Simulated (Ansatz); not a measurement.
**Defect calculation, host AlP**

Theory: Ansatz, DFT PBE, scalar-relativistic, plane waves, PAW. (420 eV cutoff, 2×2×2 k-mesh, shifted by half a step, Gaussian smearing of 0.01 eV, collinear spin in charge 0, +2 alone)

Host crystal, relaxed:

```
Al P
1.0
     0.00000    2.75367    2.75367
     2.75367    0.00000    2.75367
     2.75367    2.75367    0.00000
Al P
1 1
Direct
  0.00000 0.00000 0.00000
  0.75000 0.75000 0.75000
```

Supercell of 32 atoms, rows in host cell vectors: -1 -1 3; -1 -1 -1; 3 -1 -1. Atoms relax at the host's cell from a start displaced at random by 0.06 Å near the defect, so other minima may exist. The cell is small, so energies carry finite-size errors of tenths of an eV. The host's Kohn–Sham gap is 1.63 eV. Atoms are taken from and returned to the elements' standard states. Charged cells are corrected for image charges with the computed static dielectric tensor (mean 10.4) and aligned with the host's potential at far atoms (alignment terms reach 0.64 eV; the program doubts the alignment in some charges, where it is up to 0.64 eV). No band-filling term is added, and the Fermi level counts from the host's valence band top.

The defect is an interstitial at (0.250, 0.250, 0.250) of the host cell.

```tsv
charge	E_f at the valence band top (eV)	over the neutral state (eV)	moment (μB)	largest move (Å)	atoms near the site
+3	2.96	-1.63	0.00	0.57	3 P at 2.37 Å, 3 Al at 2.58 Å, 1 Al at 2.87 Å
+2	2.67	-1.92	0.50	0.85	1 P at 2.22 Å, 1 P at 2.26 Å, 1 Al at 2.33 Å, 1 Al at 2.69 Å, 1 Al at 2.73 Å, 1 P at 2.98 Å
+1	2.36	-2.23	0.00	1.10	2 P at 2.23 Å, 1 Al at 2.24 Å, 2 Al at 2.88 Å
0	4.59	0.00	3.00	0.09	4 Al at 2.44 Å, 2 P at 2.84 Å, 4 P at 2.85 Å
```

Among the charges computed the stable one is +1 at the valence band top and stays so across the gap. In charge +3, +2 the extra carrier would gain by moving to a band edge of the host, so it isn't bound in the gap, though by less than the errors named above. In charge +2 the cell has partly filled bands: a level of the defect may be part filled, the carrier may sit in the host's bands, or levels may cross between the k points, so transitions that involve it are doubtful. Without the alignment that the program doubts, the level (+3/+2) would lie at 0.35 eV, inside the gap, so these runs don't decide whether the defect changes charge there. Other sites of the defect weren't tried. Fractional moments come from partly filled bands of the small cell.

**Question.** Which element is it? Judge by the nearest distance in charge 0 and covalent radii.
A. H
B. P
C. V
D. Ca
E. Mo

**Answer.** B. The nearest neighbour is Al at 2.44 Å, and the summed covalent radii with Al are 2.97 Å for Ca, 1.52 Å for H, 2.75 Å for Mo, 2.28 Å for P, 2.74 Å for V, so P fits best. Bonds can miss such sums by a tenth of an ångström or more.